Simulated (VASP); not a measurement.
**ZnS (wurtzite): gaps by functional in VASP**

```
CELL_PARAMETERS angstrom
3.80545 0.00000 0.00000
-1.90273 3.29562 0.00000
0.00000 0.00000 6.24399
ATOMIC_POSITIONS crystal
Zn 0.33333 0.66667 0.00034
Zn 0.66667 0.33333 0.50034
S 0.33333 0.66667 0.37466
S 0.66667 0.33333 0.87466
```

All runs share this cell. Band v is the last that the valence electrons fill when counted band by band, and c is the next. A negative gap between them is a band overlap, as in a metal.

Task: Rank these levels of theory by the band gap that they give, smallest first.
A. PBE
B. LDA
C. PBEsol

Result: B (1.99 eV), C (2.08 eV), A (2.22 eV).
